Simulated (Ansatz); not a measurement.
TiAl: energy along a strain

TiAl, Pm-3m, a = 3.156 Å. The structure is a Materials Project entry; whether it is the stable form wasn't checked. Ansatz: PBEsol, PAW, 420 eV, Γ-centred 20×20×20 mesh on 2 atoms, Gaussian smearing 0.15 eV; no spin polarisation. Cell vectors (Å): 3.156 0.000 0.000; 0.000 3.156 0.000; 0.000 0.000 3.156. The cell is strained by x per cent times the pattern (0 0 0 1 0 0) in the order xx yy zz yz xz xy (engineering shears), with fractional coordinates held. y is the free energy over the start, V0 = 15.724 Å³/atom. Symmetry makes y even in x.

```
x (%) y (meV/atom)
-4.00          5.86
-2.00          1.45
 0.00          0.00
 0.50          0.09
 1.00          0.36
 1.50          0.82
 2.50          2.27
 3.00             ?
 3.50          4.47
```

Task: Fit y = c2 x² + c4 x⁴ to the other rows, get the stiffness along the pattern, and predict the missing energy.

Result: Least squares on the rows shown. y = 0.3614 x² + 0.0002981 x⁴. The clamped-ion stiffness p·C·p = 2 × 3.614 eV × 160.2 / 15.724 Å³ = 74 GPa, which is C44 in these axes. At x = 3.00 the fit asked for gives 3.28 meV/atom. The run gave 3.28 meV/atom, the same to the digits shown.

Cost: 9 runs of about 1.7 core-minutes in all, on AMD EPYC 9R45 (Zen 5) (shared hosts).

The energy rises almost purely quadratically with shear, and the small positive quartic term is only a slight stiffening. The agreement at 3.00 % therefore confirms a smooth interpolation within the sampled range, not behaviour at large strain. The resistance to this shear probably comes largely from the Ti–Al nearest-neighbour contacts along the cube diagonals, some of which shorten and others lengthen to first order, disturbing the Ti d–Al p hybridisation and the metallic bonding. Both atoms sit on inversion centres that survive the strain, so no internal displacement is driven, and the clamped-ion value of 74 GPa is also the relaxed-ion C44.

The positive curvature shows stability against this one homogeneous shear only. The familiar ordered form of equiatomic TiAl is the tetragonal L1₀ phase, reached from this CsCl-type cell by a tetragonal distortion. That distortion leaves the diagonal contacts unchanged to first order and is governed by C11 − C12, so a healthy C44 is fully compatible with an instability along that path.
